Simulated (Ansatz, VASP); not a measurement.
**C in VASP and in Ansatz**

```xyz
2
Lattice="0.0000 1.7657 1.7657 1.7657 0.0000 1.7657 1.7657 1.7657 0.0000" Properties=species:S:1:pos:R:3 pbc="T T T"
C     1.7657    1.7657    1.7657
C     2.6486    2.6486    2.6486
```

Alike in both runs: functional LDA; k mesh 10 × 10 × 10; occupations gaussian, width 0.1 eV; no spin polarisation.

Ansatz relaxed the structure, and its values are those at the end. VASP's run is a single point on that final structure, the one shown.

```csv
,VASP,Ansatz
version,VASP 6.6.1,Ansatz 0.2.0
potentials or method,"VASP PAW LDA potentials, release 64 (C)","scalar-relativistic, plane waves, PAW"
plane-wave cutoff (eV),520,420
valence electrons in the cell,8,8
```

VASP gave:

| Quantity | Value |
| --- | --- |
| gap on the k mesh at the Fermi level (eV) | 4.20 |
| least direct gap on the mesh (eV) | 5.63 |
| pressure (GPa) | 1.7 |

**Question.** Estimate Ansatz's values.

**Answer.** gap on the k mesh at the Fermi level (eV): 4.21; least direct gap on the mesh (eV): 5.62; pressure (GPa): 0.0.

Ansatz warned: «pseudo_functional_mismatch».
